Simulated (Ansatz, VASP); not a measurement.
**ZrSe2 (ZrSe2 monolayer (from P-3m1)): VASP beside Ansatz**

Wanted: the spread between two codes on one cell, functional and k mesh. The structure shown is the start of the Ansatz relaxation below; VASP solves that cell, so the two are compared at the walk's first step.

Method: plane waves, with VASP 6.6.1 beside it; single point at PBE, in Ansatz 0.2.0.

**1. The structure**

The cell holds 3 atoms: 1 Zr and 2 Se. Cell: a = 3.798 Å, b = 3.798 Å, c = 29.992 Å, α = 90.0°, β = 90.0°, γ = 120.0°. Vacuum lies along c. The height across the vacuum is the one that the program set for its solve, not the one typed.

**2. Ansatz: relaxation, PBE**

Ansatz runs on its default PAW (the set named soft_2) files.

The two programs are compared at the cell with which this relaxation starts, whose forces are those of its first step.

File input.yaml:

```yaml
crystal:
  lattice:
    - [3.798, 0.0, 0.0]
    - [-1.899, 3.289164, 0.0]
    - [0.0, 0.0, 27.096]
  atoms:
    - { symbol: Zr, position: [0.3333333, 0.6666667, 0.5] }
    - { symbol: Se, position: [1.0, 0.0, 0.5571302] }
    - { symbol: Se, position: [0.6666667, 0.3333333, 0.4428698] }
  periodic: [true, true, false]
basis:
  ecutwfc: 420
  xc_grid: 2
hamiltonian:
  xc: pbe
kpoints:
  mp_grid: { grid: [10, 10, 1] }
scf:
  occupations: { method: fermi_dirac, width: 0.02 }
  max_iter: 80
relax:
  f_tol: 0.005
  max_steps: 60
  cell: {}
output:
  forces: true
checkpoint:
  write: "../cell.run"
  compress: false
  write_wavefunctions: false
  write_every: 100000
```

The run is started by

```sh
ansatz run input.yaml --threads 4 --pin off --max-ram 10362MiB --backend cpu --events-out ev --progress --plain --runs-dir out
```

Numbers of over 12 decimals in the logs are rounded to 6 here.

The program printed:

```text
Warning: crystal.periodic: the lattice vector that does not repeat stood 0.000° off the slab's normal, 27.096 Å along it as the deck builds it. The run solves the slab on a vector along the normal, 29.992 Å long, with every atom where it was (on the deck's vector they left 24.00 Å outside them, and the widest stretch free of ions among them is 1.55 Å). A fractional position that the run reports is one of the run's ce [...]
crystal.periodic: the lattice vector that does not repeat stood 0.000° off the slab's normal, 27.096 Å along it as the deck builds it. The run solves the slab on a vector along the normal, 29.992 Å long, with every atom where it was (on the deck's vector they left 24.00 Å outside them, and the widest stretch free of ions among them is 1.55 Å). A fractional position that the run reports is one of the run's cell, which [...]
Engine: ansatz 0.2.0, aarch64-unknown-linux-gnu
Pseudopotentials: kind: paw
Pseudopotential: Zr, paw, valence charge 12, recommended cutoff 420 eV (normal), Zr.paw.azcp
Pseudopotential: Se, paw, valence charge 16, recommended cutoff 420 eV (normal), Se.paw.azcp
Functional definition: PBE
  parameter kappa = 0.804
  parameter beta = 0.066725
  exchange = pbe_x(kappa = kappa, mu = beta*pi^2/3)
  correlation = pbe_c(beta = beta)
Crystal: 3 atoms, lattice volume = 374.667 Å³
Basis set: ecut = 420 eV, 7301 PW (Γ), exchange–correlation on 54×54×432 points (8 copies of the dense FFT grid, shifted against one another)
Bands: 27, of which v1, the nominal top of the filled ones, is band 22 counted from 1 (21 counted from 0)
Symmetry: 12 space group operations
Space group: P-3m1 (ITA 164), of the structure as read, at distance tolerance 7.2e-5 Å
k-points: 14 of 100
Non-local potential: Zr, projectors of the file, l = 0: 3, l = 1: 2, l = 2: 2, l = 3: 2
Non-local potential: Se, projectors of the file, l = 0: 2, l = 1: 2, l = 2: 3, l = 3: 1
PAW form: soft (Blöchl's): semilocal exchange-correlation on the pseudo side does not see the compensation charge
PAW one-centre angular grid: Zr, 590 points (default); XC on 64 Gauss nodes
PAW one-centre angular grid: Se, 590 points (default); XC on 64 Gauss nodes
Initial density: superposition of atomic densities (neutral atoms: chi_scale 0, normalization atom), corrected by the library's trained network
Initial wavefunctions: pseudopotential atomic-orbital guess
Functional: x = pbe(κ = 0.804, μ = 0.219515), c = pbe(β = 0.066725)
SCF iter   1: F=—  HF=-15126.052754 eV  |F-HF|=—  |Δ(HF+E_count)|=         —  Δρ=6.72e-4  dr2=1.46e-3  ethr=1.77e-3  ⟨swp⟩=12.0  Hψ=2217  notcnv=0
preconditioner: auto → Resta (q_TF=auto, 1.909 Å⁻¹)  ε∞=2.0  [insulator: Δε(μ)=0.583 eV  Ē_g=7.826 eV  σ=0.020 eV  W_gap=1.00  n_scr=18 (ndim 8)  ℏωp=7.7 eV  f_vac=0.775  D(μ)=0.00/eV (n_scr^D=0)  ε∞_Penn≈2.0  vacuum switching on, ρ_ref=4.4e-3 e/Å³]
[...]
SCF 2 converged in 8 iterations: F = -15125.997598 eV  dr2 = 1.23e-8
relax step   2: F+E_penalty+E_count = -15125.99759838 eV  Δ(F+E_penalty+E_count) = +5.227e-2 eV  max|allowed force component| = 7.684e-1 eV/Å  Δτ_max = 0.1202 Å  P = -1.341 N/m  Ω = 372.860 Å³  energy of the carried Pulay correction = +3.805e-5 eV  fix = [c, alpha, beta]  (8 SCF iters, dr2 threshold 3.00e-7 eV, rejected (line search))
[...]
relax step   3: F+E_penalty+E_count = -15126.06164081 eV  Δ(F+E_penalty+E_count) = -1.178e-2 eV  max|allowed force component| = 1.277e-2 eV/Å  Δτ_max = 0.0350 Å  P = -0.037 N/m  Ω = 375.027 Å³  energy of the carried Pulay correction = -7.547e-6 eV  fix = [c, alpha, beta]  reactions: c -0.000 N/m  (10 SCF iters, accepted)
[...]
relax step   4: F+E_penalty+E_count = -15126.06165940 eV  Δ(F+E_penalty+E_count) = -1.859e-5 eV  max|allowed force component| = 2.450e-4 eV/Å  Δτ_max = 0.0012 Å  P = -0.004 N/m  Ω = 374.971 Å³  energy of the carried Pulay correction = -6.372e-6 eV  fix = [c, alpha, beta]  reactions: c -0.000 N/m  (5 SCF iters, dr2 threshold 1.02e-8 eV, accepted)
[...]
relax step   5: F+E_penalty+E_count = -15126.06166378 eV  Δ(F+E_penalty+E_count) = -4.384e-6 eV  max|allowed force component| = 2.488e-4 eV/Å  Δτ_max = 0.0000 Å  P = -0.004 N/m  Ω = 374.971 Å³  fix = [c, alpha, beta]  reactions: c -0.000 N/m  stress off target by 3.97e-3 N/m on what of the cell is left free  SCF on the basis re-selected at this cell (its energy is not comparable with the rows above)  (8 SCF iters)
basis re-selected at this cell: Δ(F+E_penalty+E_count) = -4.384e-6 eV, ΔP = -0.000 N/m vs the last step (what re-selecting the basis moved, of the pressure what is left beyond the Pulay correction that the steps carried, after the strain that the cell walked since its last selection, with what the two solves' SCF thresholds leave and, on support functions, any second-order correction that the steps lacked; it is no m [...]
SCF converged after 8 iterations
Free energy (F): -15126.061664 eV
Harris-Foulkes:  -15126.061664 eV  (|F-HF|=3.46e-10)
Internal energy: -15126.061664 eV  (E = F + TS)
E sigma→0 (E₀):  -15126.061664 eV
Entropy (-TS):   -0.000000 eV (-0.000 meV/atom)
Fermi energy:    -5.377156 eV
--- Per-component energies (eV) ---
  E_band       = -1523.569734
  E_kinetic    = 569.050454
  E_local      = -87581.687642  (includes V_loc(G=0)·N_el)
  E_nonlocal   = -1114.121132
  E_hartree    = 43315.718061
  E_xc         = -370.644713
  E_vxc        = -387.876541  (∫ρ·V_xc dr)
  E_paw        = -6775.278707  (= ΣΔE_a)
  E_vpaw       = 359.630597  (= ΣTr[D̂ρ^β])
  E_aug_tail   = -0.001171  (compensation charges beyond the density's cutoff)
  E_ewald      = 36830.903187
  E_smearing   = -0.000000  (= −TS)
  E_closure    = 0.000000  (closes the sum)
  Σ components = -15126.061664   (vs F -15126.061664, Δ=0.00e0)
--- Forces (eV/Å), atoms counted from 1 ---
  atom   1  Zr    -0.00000000     0.00000000     0.00000000
  atom   2  Se    -0.00000000     0.00000000    -0.00024881
  atom   3  Se     0.00000000    -0.00000000     0.00024881
  max |Σ_I F_I| component: 8.41e-30 eV/Å
--- 2D stress c σ (N/m, compression-positive) ---
       -0.003970      -0.000000       0.000000
       -0.000000      -0.003970       0.000000
        0.000000       0.000000      -0.000000
  P = ½ c Tr σ = -0.0040 N/m
--- Relaxed structure (4 steps of the walk, 3 accepted, 1 SCFs on fresh bases) ---
  F+E_penalty+E_count = -15126.06166378 eV   max|allowed force component| = 2.488e-4 eV/Å   (the final SCF, on the basis selected at the relaxed cell)
  cell:  # Å, volume = 374.9709 Å³
    - [3.799538, 0.0, 0]
    - [-1.899769, 3.290496, 0]
    - [0, 0, 29.992000]
  atoms:
    - { symbol: Zr, position: [0.333333, 0.666667, 0.451720] }
    - { symbol: Se, position: [1.0, 0, 0.504464] }
    - { symbol: Se, position: [0.666667, 0.333333, 0.398977] }
```

**3. VASP: single point, PBE, start cell**

The same cell, functional, mesh and smearing now go to VASP, with its own data sets.

Lines of VASP's logs that name or quote its potential files are left out, and so is its time.

File INCAR:

```
SYSTEM = ZrSe2
PREC = Accurate
ENCUT = 400
EDIFF = 1E-06
NELM = 120
ISMEAR = -1
SIGMA = 0.02
LREAL = .FALSE.
ALGO = Normal
GGA = PE
NBANDS = 18
LASPH = .TRUE.
LORBIT = 11
LWAVE = .FALSE.
LCHARG = .FALSE.
ISIF = 2
LDIPOL = .TRUE.
IDIPOL = 3
DIPOL = 0.5 0.5 0.452
LVHAR = .TRUE.
GGA_COMPAT = .FALSE.
EFERMI = MIDGAP
NELMDL = -8
```

File POSCAR:

```
ZrSe2
1.0
    3.7980000000      0.0000000000      0.0000000000
   -1.8990000000      3.2891640000      0.0000000000
    0.0000000000      0.0000000000     29.9920000000
Zr Se
1 2
Direct
    0.3333333333      0.6666666667      0.4517204588
    0.0000000000      0.0000000000      0.5033342225
    0.6666666667      0.3333333333      0.4001066951
```

File KPOINTS:

```
Automatic mesh
0
Gamma
10 10 1
0 0 0
```

The projector-augmented-wave data sets are Zr_sv and Se (PBE family, release 64).

The run is started by

```sh
mpirun -np 1 vasp_std
```

The program printed:

```text
[banner, memory and clock lines left out]
running    1 mpi-ranks, on    1 nodes
 distrk:  each k-point on    1 cores,    1 groups
 distr:  one band on    1 cores,    1 groups

 POSCAR found type information on POSCAR ZrSe
 POSCAR found :  2 types and       3 ions
 LDA part: xc-table for (Slater+PW92), standard interpolation
 POSCAR, INCAR and KPOINTS ok, starting setup
 FFT: planning ... GRIDC
 FFT: planning ... GRID_SOFT
 FFT: planning ... GRID
 WAVECAR not read
 entering main loop
       N       E                     dE             d eps       ncg     rms          rms(c)
DAV:   1     0.132414981814E+03    0.13241E+03   -0.90926E+03   688   0.781E+02
DAV:   2    -0.440063504039E+01   -0.13682E+03   -0.13403E+03   676   0.186E+02
DAV:   3    -0.209925140921E+02   -0.16592E+02   -0.16556E+02   938   0.574E+01
DAV:   4    -0.212360576538E+02   -0.24354E+00   -0.24312E+00   718   0.762E+00
DAV:   5    -0.212452440254E+02   -0.91864E-02   -0.91823E-02   836   0.115E+00
DAV:   6    -0.212453618010E+02   -0.11778E-03   -0.11776E-03   716   0.129E-01
DAV:   7    -0.212453642192E+02   -0.24182E-05   -0.24181E-05   792   0.159E-02
DAV:   8    -0.212453642412E+02   -0.22066E-07   -0.21974E-07   592   0.220E-03    0.132E+01
DAV:   9    -0.196383457305E+02    0.16070E+01   -0.57029E+00   562   0.128E+01    0.529E+00
DAV:  10    -0.195822996265E+02    0.56046E-01   -0.53416E-01   718   0.388E+00    0.209E+00
DAV:  11    -0.195821025878E+02    0.19704E-03   -0.70994E-02   702   0.156E+00    0.445E-01
DAV:  12    -0.195809620259E+02    0.11406E-02   -0.75352E-03   752   0.602E-01    0.199E-01
DAV:  13    -0.195801571059E+02    0.80492E-03   -0.12782E-03   766   0.235E-01    0.781E-02
DAV:  14    -0.195800176808E+02    0.13943E-03   -0.74798E-05   744   0.472E-02    0.281E-02
[...]
DAV:  18    -0.195803680726E+02   -0.13152E-03   -0.65538E-06   680   0.103E-02    0.218E-03
DAV:  19    -0.195803968851E+02   -0.28813E-04   -0.10802E-06   594   0.336E-03    0.214E-03
DAV:  20    -0.195804224326E+02   -0.25547E-04   -0.15198E-06   586   0.324E-03    0.701E-04
DAV:  21    -0.195804393501E+02   -0.16917E-04   -0.63877E-07   514   0.203E-03    0.387E-04
DAV:  22    -0.195804482003E+02   -0.88502E-05   -0.39131E-07   516   0.152E-03    0.389E-04
DAV:  23    -0.195804526136E+02   -0.44133E-05   -0.13424E-07   498   0.866E-04    0.104E-04
DAV:  24    -0.195804537903E+02   -0.11767E-05   -0.17775E-08   496   0.390E-04    0.154E-04
DAV:  25    -0.195804544475E+02   -0.65724E-06   -0.62254E-09   424   0.248E-04
   1 F= -.19580454E+02 E0= -.19580454E+02  d E =-.132675E-07
```

From OUTCAR (step 3):

```text
ion  position               nearest neighbor table
   1  0.333  0.667  0.452-   3 2.68   2 2.68   3 2.68   2 2.68   2 2.68   3 2.68
   2  0.000  0.000  0.503-   1 2.68   1 2.68   1 2.68
   3  0.667  0.333  0.400-   1 2.68   1 2.68   1 2.68

  LATTYP: Found a hexagonal cell.
 ALAT       =     3.7980000000
 C/A-ratio  =     7.8967877830

 Subroutine GETGRP returns: Found 12 space group operations
 (whereof  6 operations were pure point group operations)

The static configuration has the point symmetry C_3v.
 The point group associated with its full space group is D_3d.

 Found     14 irreducible k-points:

   k-points           NKPTS =     14   k-points in BZ     NKDIM =     14   number of bands    NBANDS=     18

   dimension x,y,z NGX =    28 NGY =   28 NGZ =  196
   dimension x,y,z NGXF=    56 NGYF=   56 NGZF=  392

   ENCUT  =  400.0 eV  29.40 Ry    5.42 a.u.   6.19  6.19 48.91*2*pi/ulx,y,z

   NELECT =      24.0000    total number of electrons

 k-points in reciprocal lattice and weights: Automatic mesh
   0.00000000  0.00000000  0.00000000       0.010
   0.10000000  0.00000000  0.00000000       0.060
   0.20000000  0.00000000  0.00000000       0.060
   0.30000000  0.00000000  0.00000000       0.060
   0.40000000  0.00000000  0.00000000       0.060
   0.50000000  0.00000000  0.00000000       0.030
   0.10000000  0.10000000  0.00000000       0.060
   0.20000000  0.10000000  0.00000000       0.120
   0.30000000  0.10000000  0.00000000       0.120
[...]
0.40000000  0.20000000  0.00000000       0.060
   0.30000000  0.30000000  0.00000000       0.060

 dipolmoment           0.000000      0.000000      0.000000 electrons x Angstroem

 average (electrostatic) potential at core
       1 -87.9896       2 -61.1168       3 -61.1168

 E-fermi :  -3.3407

 k-point     1 :       0.0000    0.0000    0.0000
  band No.  band energies     occupation
    ...
      8      -6.2205      2.00000
      9      -6.2205      2.00000
     10      -4.6811      2.00000
     11      -3.6300      2.00000
     12      -3.6300      2.00000
     13      -2.4929      0.00000
     14      -2.4929      0.00000
     15      -1.7901      0.00000
     16       0.9531      0.00000
     17       1.0381      0.00000
    ...

 k-point     2 :       0.1000    0.0000    0.0000
  band No.  band energies     occupation
    ...
      8      -6.4702      2.00000
      9      -6.1693      2.00000
     10      -4.4433      2.00000
     11      -4.3921      2.00000
     12      -3.9719      2.00000
     13      -2.4059      0.00000
     14      -2.1138      0.00000
     15      -1.5792      0.00000
     16       0.4321      0.00000
     17       0.9553      0.00000
    ...

 k-point     3 :       0.2000    0.0000    0.0000
  band No.  band energies     occupation
    ...
      8      -6.8304      2.00000
      9      -6.0613      2.00000
     10      -5.6086      2.00000
     11      -4.4410      2.00000
     12      -4.2343      2.00000
     13      -2.5717      0.00000
     14      -1.5693      0.00000
     15      -1.2140      0.00000
     16       0.0284      0.00000
     17       0.8734      0.00000
    ...

  Total        0.6444980      0.6444978      1.0771309      0.0000000      0.0000000     -0.0000000
  in kB        2.7560446      2.7560438      4.6060977      0.0000000      0.0000000     -0.0000000
  external PRESSURE =       3.3727287 kB  Pullay stress =       0.0000000 kB

  energy-cutoff  :      400.00
  volume of cell :      374.67
      direct lattice vectors                 reciprocal lattice vectors
     3.798000000  0.000000000  0.000000000     0.263296472  0.152014311  0.000000000
    -1.899000000  3.289164000  0.000000000     0.000000000  0.304028622  0.000000000
     0.000000000  0.000000000 29.992000000     0.000000000  0.000000000  0.033342225

 POSITION                                       TOTAL-FORCE (eV/Angst)
 -----------------------------------------------------------------------------------
     -0.00000      2.19278     13.54800        -0.000000      0.000000     -0.000000
      0.00000      0.00000     15.09600         0.000000     -0.000000      0.362445
      1.89900      1.09639     12.00000        -0.000000      0.000000     -0.362445
 -----------------------------------------------------------------------------------
    total drift:                                0.000000     -0.000000     -0.000008

  FREE ENERGIE OF THE ION-ELECTRON SYSTEM (eV)
  ---------------------------------------------------
  free  energy   TOTEN  =       -19.5804544475 eV

  energy  without entropy=      -19.5804544342  energy(sigma->0) =      -19.58045444

 vacuum level on the upper side and lower side of the slab         2.020         2.020

 total charge
# of ion       s       p       d       tot
------------------------------------------
    1        2.170   6.010   1.458   9.638
    2        1.461   2.413   0.027   3.900
    3        1.461   2.413   0.027   3.900
--------------------------------------------------
tot          5.091  10.836   1.511  17.438

[... 3 further parts left out ...]
```

**4. Side by side**

Known differences besides the potentials themselves: Ansatz cuts the interaction across the vacuum, VASP repeats the sheet with a dipole correction; the data sets hold 44 valence electrons in Ansatz (on its default PAW (the set named soft_2) files) and 24 in VASP; the cutoff is 420 eV in Ansatz and 400 eV in VASP. Total energies have different zeros and are not compared.

Forces (eV/Å; atoms numbered as in POSCAR):

```csv
atom,"Ansatz x, y, z","VASP x, y, z"
Zr1,"0.000, 0.000, 0.000","0.000, 0.000, 0.000"
Se2,"0.000, 0.000, 0.343","0.000, 0.000, 0.362"
Se3,"0.000, 0.000, -0.343","0.000, 0.000, -0.362"
```

The forces differ by 9.0 meV/Å r.m.s., which is 5.3 % of the r.m.s. force of 0.171 eV/Å (both taken over all components). With vacuum in the cell, a pressure given here is an average over mostly empty space and none of the material.

**5. What came out**

```
r.m.s. force difference (single point, PBE, start cell) : 9.0 meV/Å
```

**Reading.** The r.m.s. force difference is 9.0 meV/Å (single point, PBE, start cell), within the 12 meV/Å picked in this series as the mark of a large difference. The data sets hold unlike numbers of valence electrons (44 in Ansatz and 24 in VASP), so part of the differences comes from the potentials. 1 further run of this series is not shown here. How closely two codes agree says nothing of how well the functional describes the real material.

[Lines on the potential files, build, host, timing and source positions are cut from VASP's logs without a mark.]

[Logs are printed without paths, hosts, clocks, repeated set-up lines and the standing remarks that a program may print on its own settings, such as how far it seeks lower states.]

[Hosts, paths, dates, database ids (printed as entryN), source tags and the programs' standing remarks are cut or masked in the printed files.]
